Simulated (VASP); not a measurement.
Here is a VASP 6.6.1 calculation.

File INCAR:

```
SYSTEM = Ca
ALGO = Normal
EDIFF = 1E-6
ENCUT = 520
ISIF = 2
ISMEAR = -1
LASPH = .TRUE.
LCHARG = .FALSE.
LREAL = .FALSE.
LWAVE = .FALSE.
NBANDS = 11
NELM = 80
PREC = Accurate
SIGMA = 0.1
```

File KPOINTS:

```
k-points
0
G
  7 7 7
  0 0 0
```

The input POSCAR:

```
Ca
1.0
   -2.2694770646      2.2694770646      2.2694770646
    2.2694770646     -2.2694770646      2.2694770646
    2.2694770646      2.2694770646     -2.2694770646
Ca
1
Direct
    0.0000000000      0.0000000000      0.0000000000
```

Potentials or basis: VASP PAW LDA potentials, release 64 (Ca_sv).

The run is started by

```bash
$ cat potpaw_LDA.64/Ca_sv/POTCAR > POTCAR
$ mpirun -np 1 vasp_std > vasp.out
```

(1) What does it give for the pressure?

(2) What does it give for the band gap on the k mesh?

## Answers

(1) -2.8 GPa.

(2) none (metal or under the smearing width).
